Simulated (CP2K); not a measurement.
Sb:

```
CELL_PARAMETERS angstrom
3.24126 0.00000 0.00000
-1.08042 3.05589 0.00000
-1.08042 -1.52794 2.64648
ATOMIC_POSITIONS crystal
Sb 0.00000 0.00000 0.00000
```

This isn't the form of Sb at room conditions, which is rhombohedral.

Base run:

| Property | Result |
| --- | --- |
| Program | CP2K 2026.2 |
| Functional | r2SCAN |
| Potentials or basis | POTENTIAL_UZH Sb GTH-SCAN-q5; TZVP-MOLOPT-SCAN-GTH basis |
| Density cutoff | 9184 eV |
| k mesh | 10 × 10 × 10 |
| Occupations | fermi-dirac, width 0.1 eV |
| Spin | no spin polarisation |

Its results: band gap on the k mesh none (metal or under the smearing width); pressure 2.1 GPa.

Q: The run is repeated on the same cell with these changes: functional from r2SCAN to TASK. What comes out?

A: Band gap on the k mesh none (metal or under the smearing width); pressure 4.1 GPa.

Caveats: the basis of atomic orbitals isn't converged, which shifts pressures, moduli and gaps; the potentials were made for another functional, which shifts forces and pressure (some runs).

Not every run made on this cell is shown here.
